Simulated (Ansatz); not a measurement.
The calculation used Ansatz, DFT PBE, scalar-relativistic, plane waves, PAW. Settings: cutoff 420 eV, Γ-centred meshes spaced at most about 0.3 Å⁻¹, and about 0.25 Å⁻¹ or finer for metals (2π included), Gaussian smearing. No spin polarisation in the final relaxations.

Temperature and zero-point effects are left out.

Compare these two cells of Sb, each relaxed at this level.

A.

```yaml
crystal:
  lattice:
    - [-1.58561, 1.58561, 2.77595]
    - [1.58561, -1.58561, 2.77595]
    - [1.58561, 1.58561, -2.77595]
  atoms:
    - { symbol: Sb, position: [0.00000, 0.00000, 0.00000] }
```

B.

```yaml
crystal:
  lattice:
    - [3.10954, 0.00000, 0.00000]
    - [0.00000, 3.10954, 0.00000]
    - [0.00000, 0.00000, 3.10954]
  atoms:
    - { symbol: Sb, position: [0.50000, 0.50000, 0.50000] }
```

Question: Which would you expect to be lower, and how large is the difference?

Answer: B is lower, by 253 meV/atom. A has the indium (bct) type, space group I4/mmm (No. 139), 27.9 Å³/atom and no gap on its mesh; B has the simple cubic type, space group Pm-3m (No. 221), 30.1 Å³/atom and no gap. Counting all near atoms (those within 1.25 times the shortest such distance or 1.15 times the sum of covalent radii, 1.27 where that leaves under three; a plus sign parts nearer from farther groups), A has Sb 4+8 and B has Sb 6. Both come from invented guesses. The part of the Crystallography Open Database at hand lists Sb in space groups No. 139, 166, 194, 221, 225 and others; sharing a group (I4/mmm and Pm-3m) doesn't make a cell the listed structure.

Weakly bound directions are ill-defined at this level, which has no dispersion term (I4/mmm), and this can change margins and order among such cells. These runs have no spin–orbit coupling, which can matter for Sb. Cells relaxed within their symmetry can be saddle points.
